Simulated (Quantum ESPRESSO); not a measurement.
**LiF (Griceite) under changes of volume**

One of the cells (8.169 Å³/atom); the others are scaled copies at fixed shape and fractional positions:

```xyz
2
Lattice="0.0000 2.0140 2.0140 2.0140 0.0000 2.0140 2.0140 2.0140 0.0000" Properties=species:S:1:pos:R:3 pbc="T T T"
F     2.0140    2.0140    2.0140
Li    0.0000    0.0000    0.0000
```

* Program: Quantum ESPRESSO 7.5
* Functional: r2SCAN
* Potentials or basis: SG15 PBE 1.2
* Cutoff: 1197 eV
* Density cutoff: 4789 eV
* k mesh: 8 × 8 × 8
* Occupations: fermi-dirac, width 0.05 eV
* Spin: no spin polarisation

```tsv
volume (Å³/atom)	energy over the lowest point (meV/atom)	pressure (GPa)	gap on the mesh (eV)
7.679	2.49	2.9	10.70
7.842	0.37	1.1	10.49
8.006	0.00	-0.5	10.29
8.169	?	?	?
8.333	3.83	-3.3	9.92
8.496	7.72	-4.5	9.75
8.659	12.75	-5.5	9.58
```

Question: What does the run at 8.169 Å³/atom give?

Answer: Energy over the lowest point 1.21 meV/atom; pressure -2.0 GPa; gap on the mesh 10.10 eV.

Worked out: A Birch-Murnaghan fit of order 3 (a polynomial in V^(-2/3)) to the other rows has its minimum at 7.96 Å³/atom with B0 = V·E''(V) = 77 GPa and B' = 4.2. It gives 1.20 meV/atom at 8.169 Å³/atom, against the run's 1.21, and -dE/dV = -1.9 GPa, against -2.0. A straight line through the other rows of the gap, of slope -9.3 eV per unit of ln V (its deformation potential), gives 10.11 eV, against the run's 10.10.

Energies are extrapolated to zero smearing.

Caveats: the potentials were made for another functional, which shifts forces and pressure.

A mesh can miss the band edges.
